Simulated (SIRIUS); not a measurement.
Runs of SIRIUS 7.12.0 on CuO. Symmetry: F-43m, No. 216, cubic system. Conventional cell: a = 4.655 Å, b = 4.655 Å, c = 4.655 Å, α = 90.00°, β = 90.00°, γ = 90.00°. Cu (site symmetry -43m) is surrounded by 4 O at 2.02 Å. Around O (site symmetry -43m) lie 4 Cu at 2.02 Å. Measurements of this composition are mostly on another form, of space group No. 15.

| level | U | form of the Hubbard term | hubbard projectors | start of the occupations | gap on the mesh (eV) | pressure (GPa) |
| --- | --- | --- | --- | --- | --- | --- |
| PBE+U | Cu d U = 8 eV | simplified (Dudarev) | orthogonalised atomic orbitals | the program's own | none | (b) |
| PBE | - | - | - | - | none | -9.8 |
| PBE+U | Cu d U = 2 eV | simplified (Dudarev) | orthogonalised atomic orbitals | the program's own | none | -8.8 |
| PBE+U | Cu d U = 6 eV | simplified (Dudarev) | orthogonalised atomic orbitals | the program's own | none | -6.2 |
| PBE+U | Cu d U = 4 eV | simplified (Dudarev) | orthogonalised atomic orbitals | the program's own | none | (a) |

Alike in all rows: task single point; potentials or basis PseudoDojo 0.4.1 PBE standard (scalar relativistic); no spin polarisation; cell as given; k mesh 10 × 10 × 10; cutoff (eV) 1254; smearing fermi-dirac 0.05 eV.

Problem. Fill in the values left out.

Solution. (a) -7.6; (b) -4.5.

Caveats: an odd number of electrons without spin polarisation forces a metal; a magnetic or distorted state may lie lower; the run has no spin polarisation, though such a crystal can be magnetic; U without spin polarisation on a metal has little footing (some runs); semilocal functionals often make such compounds metallic where correlation or magnetic order opens a gap, which also shifts bond lengths (some runs).

A gap of «none» marks a metal or a gap under the smearing width.
